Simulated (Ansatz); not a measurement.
An Ansatz input and the part of its output that reports the observables at the nuclei.

The cell is a structure deposited in the COD, relaxed with PBE at fixed cell and then changed (volume scaled by 1.02, ions relaxed).

```yaml
crystal:
  lattice:
    - [5.2193379999, 0.0, 0.0]
    - [-2.609669, 4.5200792989, 0.0]
    - [0.0, 0.0, 2.9272588394]
  atoms:
    - { symbol: Ta, position: [0.0, 0.0, 0.0], spin: 2.0 }
    - { symbol: Ta, position: [0.3333333333, 0.6666666667, 0.5], spin: 2.0 }
    - { symbol: Ta, position: [0.6666666667, 0.3333333333, 0.5], spin: 2.0 }
    - { symbol: "N", position: [0.5, 0.0, 0.0] }
    - { symbol: "N", position: [0.5, 0.5, 0.0] }
    - { symbol: "N", position: [0.0, 0.5, 0.0] }
magnetization:
  spin_polarized: true
kpoints:
  mp_grid: { grid: [10, 10, 16] }
scf:
  occupations: { method: fermi_dirac, width: 0.05 }
hamiltonian:
  xc: pbe
  pseudopotentials: { kind: paw }
output:
  forces: true
  stress: true
  populations: true
  efg:
    quadrupole_moments_barn: { Ta: 3.17, "N": 0.02044 }
    contact_densities: true
relax:
  f_tol: 0.02
  max_steps: 60
```

```sh
ansatz run input.yaml --threads 1 --pin off --max-ram 3072MiB --backend cpu --events-out ev --progress --plain --runs-dir out
```

The run relaxes the ions first, and the block belongs to the relaxed positions.

Of the output, the block on the nuclei alone is shown; the set-up, the SCF iterations, energies, forces and stress are cut.

```
--- PAW observables at the nuclei: V_zz in 10²¹ V/m², potentials from the cell's mean, atoms counted from 1 ---
  atom   1  Ta V_zz =   -46.216790   η = 0.0000   by run symmetry: allowed   C_q = -3542.5289 MHz
            electrostatic potential = -14498.678330 V   contact ρ = 8154413.465560 e/Å³   contact ρ_s (e/Å³): all electrons +0.000010, valence +0.000011
  atom   2  Ta V_zz =   -37.040702   η = 0.0000   by run symmetry: allowed   C_q = -2839.1794 MHz
            electrostatic potential = -14499.005925 V   contact ρ = 8154468.112380 e/Å³   contact ρ_s (e/Å³): all electrons -0.000008, valence -0.000005
  atom   3  Ta V_zz =   -37.040702   η = 0.0000   by run symmetry: allowed   C_q = -2839.1794 MHz
            electrostatic potential = -14499.005925 V   contact ρ = 8154468.112380 e/Å³   contact ρ_s (e/Å³): all electrons -0.000008, valence -0.000005
  atom   4  N  V_zz =    +2.855422   η = 0.8160   by run symmetry: allowed   C_q = +1.4113 MHz
            electrostatic potential = -528.444477 V   contact ρ = 1414.710053 e/Å³   contact ρ_s (e/Å³): all electrons +0.000003, valence +0.000003
  atom   5  N  V_zz =    +2.855422   η = 0.8160   by run symmetry: allowed   C_q = +1.4113 MHz
            electrostatic potential = -528.444477 V   contact ρ = 1414.710053 e/Å³   contact ρ_s (e/Å³): all electrons +0.000003, valence +0.000003
  atom   6  N  V_zz =    +2.855422   η = 0.8160   by run symmetry: allowed   C_q = +1.4113 MHz
            electrostatic potential = -528.444477 V   contact ρ = 1414.710053 e/Å³   contact ρ_s (e/Å³): all electrons +0.000003, valence +0.000003
```

The relaxation (1 step) took 33 s of wall time (33 s of CPU time) and 0.84 GiB at its peak, on 1 thread of Intel Xeon 6975P-C (Granite Rapids) (x86_64; 16 cores open to the job, memory cap 3.0 GiB, no GPU), a shared host with a load of 0.5 a core.

With no gap above 0.1 eV, as in a metal, the gradients converge slowly in k; expect changes of a tenth or more on a denser mesh. Without spin–orbit coupling the gradients at and beside Ta can be off by some per cent, at some sites by more. With these PAW files V_zz is typically within 2 to 3 % of all-electron values, but misses above 10 % occur on Ta. The start moments die out, and the run ends without spin.
